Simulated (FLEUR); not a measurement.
CaSe:

```
CELL_PARAMETERS angstrom
0.00000 2.95600 2.95600
2.95600 0.00000 2.95600
2.95600 2.95600 0.00000
ATOMIC_POSITIONS crystal
Se 0.50000 0.50000 0.50000
Ca 0.00000 0.00000 0.00000
```

| Property | Result |
| --- | --- |
| Program | FLEUR MaX-R8.1 (later development tree) |
| Task | single point |
| Functional | PBE |
| Potentials or basis | all-electron |
| Basis | FLAPW |
| Kmax | 3.8 1/bohr |
| k mesh | 8 × 8 × 8 |
| Occupations | fermi-dirac, width 0.05 eV |
| Spin | no spin polarisation |
| Gmax | 11.8 1/bohr |
| Muffin-tin radii | Se 2.51, Ca 2.51 bohr |
| lmax | Se 10, Ca 10 |
| Local orbitals a species | Se 4, Ca 5 |
| Max iterations | 60 |
| Mixing factor | 0.05 |
| Mixer | Anderson |
| Mixer history | 15 |
| Density convergence | 1e-05 me/bohr^3 |

On this cell: largest force zero by symmetry; band gap on the k mesh 2.03 eV, indirect (least direct gap 2.96 eV).

The same run follows on a disturbed copy (atoms moved at random, drawn with an rms of 0.05 Å):

```xyz
2
Lattice="0.0000 2.9560 2.9560 2.9560 0.0000 2.9560 2.9560 2.9560 0.0000" Properties=species:S:1:pos:R:3 pbc="T T T"
Se    2.9114    2.9476    2.9038
Ca   -0.0041   -0.0054    0.0319
```

Problem. What changes?

Solution. The energy moves by +6.8 meV/atom; largest force 0.296 eV/Å; band gap on the k mesh 2.05 eV, indirect (least direct gap 2.97 eV).

Forces on the atoms (eV/Å):
```
Se   0.126  0.009  0.268
Ca  -0.125 -0.009 -0.267
```

A k mesh can miss the band edges.
